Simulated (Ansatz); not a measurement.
Crystal: Si.

```xyz
6
Lattice="-3.3361 3.3361 3.3361 3.3361 -3.3361 3.3361 3.3361 3.3361 -3.3361" Properties=species:S:1:pos:R:3 pbc="T T T"
Si    1.6680    0.0000    3.3361
Si    3.3361    0.0000    1.6680
Si    3.3361    1.6680    0.0000
Si    1.6680    3.3361    0.0000
Si    0.0000    1.6680    3.3361
Si    0.0000    3.3361    1.6680
```

This isn't the form of Si at room conditions, which is diamond.

- Program: Ansatz 0.2.0
- Task: single point
- Functional: PBE
- Potentials or basis: all-electron LAPW, scalar-relativistic
- Cutoff: 217 eV (chosen from the basis error)
- Basis error allowed: 0.001 eV/atom
- k mesh: 6 × 6 × 6
- Occupations: fermi-dirac, width 0.05 eV
- Spin: no spin polarisation

On this cell: pressure 1.9 GPa; largest force zero by symmetry; band gap on the k mesh 0.12 eV, indirect (least direct gap 0.35 eV).

The same run follows on a disturbed copy (atoms moved at random, drawn with an rms of 0.05 Å):

```
CELL_PARAMETERS angstrom
-3.33608 3.33608 3.33608
3.33608 -3.33608 3.33608
3.33608 3.33608 -3.33608
ATOMIC_POSITIONS crystal
Si 0.50111 0.75166 0.25215
Si 0.24558 0.74916 0.49462
Si 0.25694 0.50591 0.75117
Si 0.50100 0.24745 0.74328
Si 0.75121 0.50481 0.24965
Si 0.75148 0.25699 0.49865
```

Task: What does the disturbed cell give?

Result: The energy moves by +3.8 meV/atom; pressure 2.0 GPa; largest force 0.459 eV/Å; band gap on the k mesh none (metal or under the smearing width).

Forces in eV/Å, atoms in the order of the input:
```
Si   0.059 -0.209  0.280
Si   0.046  0.218  0.119
Si  -0.020 -0.090 -0.211
Si   0.455  0.033 -0.050
Si  -0.261 -0.255 -0.124
Si  -0.280  0.303 -0.015
```

Stress tensor (GPa, compression positive):
```
 1.78 -0.33 -0.45
-0.33  1.82 -0.11
-0.45 -0.11  2.26
```
